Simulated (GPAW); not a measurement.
# CoO in GPAW: the effect of starting spin order

Crystal: CoO.

```xyz
4
Lattice="5.1411 0.0000 0.0000 0.0000 2.5705 0.0000 0.0000 0.0000 2.5705" Properties=species:S:1:pos:R:3 pbc="T T T"
Co    0.0000    0.0000    0.0000
Co    2.5705    0.0000    0.0000
O     1.2853    1.2853    1.2853
O     3.8558    1.2853    1.2853
```

Measurements of this composition are mostly on another form, of space group No. 225.

Alike in all runs:

| Quantity | Value |
| --- | --- |
| Program | GPAW 26.7.0 |
| Task | single point |
| Functional | PBE |
| Potentials or basis | GPAW PAW data sets (gpaw-data 1.2.1) |
| Cutoff | 800 eV |
| Basis | pw |
| k mesh | 5 × 10 × 10 |
| Occupations | fermi-dirac, width 0.05 eV |
| Hubbard terms | Co d U = 1 eV |

Problem. One run gave: energy over the lowest run 649.1 meV/atom; final net moment 0.00 μB; final largest site moment 0.00 μB. Which starting spin order did it use?
A. afm
B. random
C. antiferromagnetic start, larger moments
D. ferri
E. nm

Solution. E.

| starting spin order | spin | starting moments | energy over the lowest run (meV/atom) | final net moment (μB) | final largest site moment (μB) |
| --- | --- | --- | --- | --- | --- |
| nm | no spin polarisation | - | 649.1 | 0.00 | 0.00 |
| fm | collinear spin, ferromagnetic start | [2.0, 2.0, 0.0, 0.0] μB | 105.2 | 6.00 | 2.54 |
| afm | collinear spin, antiferromagnetic start | [2.0, -2.0, 0.0, 0.0] μB | 0.0 | 0.00 | 2.39 |
| ferri | collinear spin, ferrimagnetic start | [2.0, -1.0, 0.0, 0.0] μB | 0.0 | 0.00 | 2.39 |
| random | collinear spin, random start | [2.36, -2.38, 0.0, 0.0] μB | 0.0 | 0.00 | 2.39 |
| ferromagnetic start, larger moments | collinear spin, ferromagnetic start | [3.5, 3.5, 0.0, 0.0] μB | 105.2 | 6.00 | 2.54 |
| antiferromagnetic start, larger moments | collinear spin, antiferromagnetic start | [3.5, -3.5, 0.0, 0.0] μB | 0.0 | 0.00 | 2.39 |

Caveats: U without spin polarisation on a metal has little footing (some runs).
